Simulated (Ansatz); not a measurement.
# Bi: the cost of one run

Computed with Ansatz 0.2.0 (DFT PBE+D3(BJ), scalar-relativistic, plane waves, PAW, unless a step's input says otherwise).

26 further runs of the same task are left out: 26 set aside as unsound or not needed.

## 1. The system as given

The structure is cubic, space group Im-3m (No. 229). Conventional cell: a = 3.919 Å, b = 3.919 Å, c = 3.919 Å, α = 90.00°, β = 90.00°, γ = 90.00°. Bi (site symmetry m-3m) has 8 Bi at 3.39 Å as nearest neighbours.

Structure file:

```xyz
1
Lattice="-1.9595 1.9595 1.9595 1.9595 -1.9595 1.9595 1.9595 1.9595 -1.9595" Properties=species:S:1:pos:R:3 pbc="T T T"
Bi    0.0000    0.0000    0.0000
```

It goes back to an entry of the Materials Project, which need not be the stable form.

It is the result of an earlier relaxation at this level (volume 30.09 Å³/atom; gap on the mesh: none (metal)).

## 2. What is varied

The energy is mapped over volume and the cell's shape.

First coordinate, volume per atom: 7 values from 27.69 to 32.50 Å³. Second coordinate, c/a of the conventional cell: 9 values from 0.861 to 1.566.

Nothing else is relaxed (symmetry fixes all fractional coordinates). Energies count from the relaxed crystal. Points are written as (first, second).

## 3. Point (27.69 Å³, 0.928)

input.yaml reads:

```yaml
crystal:
  lattice:
    - [-1.9538178921, 1.9538178921, 1.8131430039]
    - [1.9538178921, -1.9538178921, 1.8131430039]
    - [1.9538178921, 1.9538178921, -1.8131430039]
  atoms:
    - { symbol: Bi, position: [0.0, 0.0, 0.0] }
basis:
  ecutwfc: 420
kpoints:
  mp_grid: { grid: [18, 18, 18] }
hamiltonian:
  xc: pbe
  dispersion: d3bj
scf:
  occupations: { method: gaussian, width: 0.15 }
output:
  forces: true
  stress: true
  eigenvalues: true
```

Run with:

```bash
$ ansatz run input.yaml --threads 1 --pin off --max-ram 2048MiB --backend cpu --events-out ev --progress --plain --runs-dir out
```

Q: Estimate wall time and peak memory on 1 thread of Intel Xeon 6975P-C (Granite Rapids), shared host.

About 4.2 s, with a peak of 0.48 GiB.
